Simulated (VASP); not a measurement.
Crystal: C.

```
C
1.0
     2.12732   -1.22828    0.00000
     2.12732    1.22828    0.00000
    -1.37907    0.00000    3.50283
C
2
Direct
  0.16664 0.16664 0.99991
  0.83336 0.83336 0.00009
```

This is a stacking variant of graphite.

* Program: VASP 6.6.1
* Task: relaxation of cell and atoms
* Functional: PBE
* Potentials or basis: VASP PAW PBE potentials, release 64 (C_GW)
* Cutoff: 900 eV
* k mesh: 13 × 13 × 8
* Occupations: fermi-dirac, width 0.05 eV
* Spin: no spin polarisation

At the start: pressure 3.6 GPa; volume 9.15 Å³/atom.

Task: Where does the relaxation end?

Result: Over 34 steps the energy falls by 8.9 meV/atom and the volume is 11.00 Å³/atom (+20.1 %); space group R-3m (No. 166, to 0.05 Å).

The path:
| step | energy change (eV) | largest force (eV/Å) | pressure (GPa) | volume (Å³) |
| --- | --- | --- | --- | --- |
| 1 | 0.0000 | 0.0047 | 3.64 | 18.31 |
| 2 | 0.0062 | 0.0080 | -5.65 | 18.86 |
| 3 | -0.0023 | 0.0021 | 0.34 | 18.49 |
| 4 | -0.0036 | 0.0040 | 0.31 | 18.60 |
| 5 | -0.0071 | 0.0209 | 0.24 | 18.92 |
| 6 | -0.0121 | 0.0557 | 0.13 | 19.56 |
| 7 | -0.0164 | 0.1273 | 0.06 | 20.83 |
| 8 | -0.0103 | 0.8078 | 0.34 | 21.10 |
| 9 | -0.0168 | 0.0684 | 0.09 | 20.88 |
| 10 | -0.0167 | 0.0884 | 0.13 | 20.98 |
| 11 | -0.0169 | 0.0183 | 0.11 | 20.92 |
| 12 | -0.0169 | 0.1030 | 0.04 | 20.96 |
| 13 | -0.0169 | 0.0335 | 0.08 | 20.94 |
| 14 | -0.0170 | 0.0005 | 0.06 | 20.97 |
| 15 | -0.0170 | 0.0112 | 0.05 | 20.98 |
| 16 | -0.0170 | 0.0226 | 0.07 | 21.00 |
| 17 | -0.0171 | 0.0588 | 0.16 | 21.08 |
| 18 | -0.0171 | 0.1317 | 0.33 | 21.23 |
| 19 | -0.0171 | 0.0806 | 0.21 | 21.12 |
| 20 | -0.0171 | 0.0753 | 0.22 | 21.13 |
| 21 | -0.0172 | 0.0609 | 0.21 | 21.16 |
| 22 | -0.0173 | 0.0442 | 0.19 | 21.22 |
| 23 | -0.0173 | 0.0840 | 0.16 | 21.34 |
| 24 | -0.0173 | 0.0811 | 0.13 | 21.38 |
| 25 | -0.0175 | 0.0735 | 0.02 | 21.50 |
| 26 | -0.0176 | 0.0627 | -0.18 | 21.74 |
| 27 | -0.0175 | 0.0686 | -0.58 | 22.22 |
| 28 | -0.0176 | 0.0604 | -0.33 | 21.92 |
| 29 | -0.0177 | 0.0225 | -0.09 | 21.98 |
| 30 | -0.0177 | 0.0280 | -0.06 | 21.98 |
| 31 | -0.0177 | 0.0400 | -0.03 | 21.99 |
| 32 | -0.0177 | 0.0310 | -0.06 | 21.98 |
| 33 | -0.0177 | 0.0295 | -0.06 | 21.98 |
| 34 | -0.0178 | 0.0081 | 0.06 | 21.99 |

Final structure:
```cif
data_structure
_symmetry_space_group_name_H-M 'P 1'
_symmetry_Int_Tables_number 1
_cell_length_a 2.4657
_cell_length_b 2.4657
_cell_length_c 4.4061
_cell_angle_alpha 106.000
_cell_angle_beta 106.000
_cell_angle_gamma 60.000
_cell_volume 21.99
loop_
_atom_site_label
_atom_site_type_symbol
_atom_site_fract_x
_atom_site_fract_y
_atom_site_fract_z
_atom_site_occupancy
C1 C 0.16664 0.16664 0.99994 1
C2 C 0.83336 0.83336 0.00006 1
```

Caveat: the volume moved by over 15 % at a fixed basis, so the end points are rough; this functional lacks dispersion, which binds the layers, so the pressure and a relaxed spacing across them are unreliable, and here the layers came unbound.
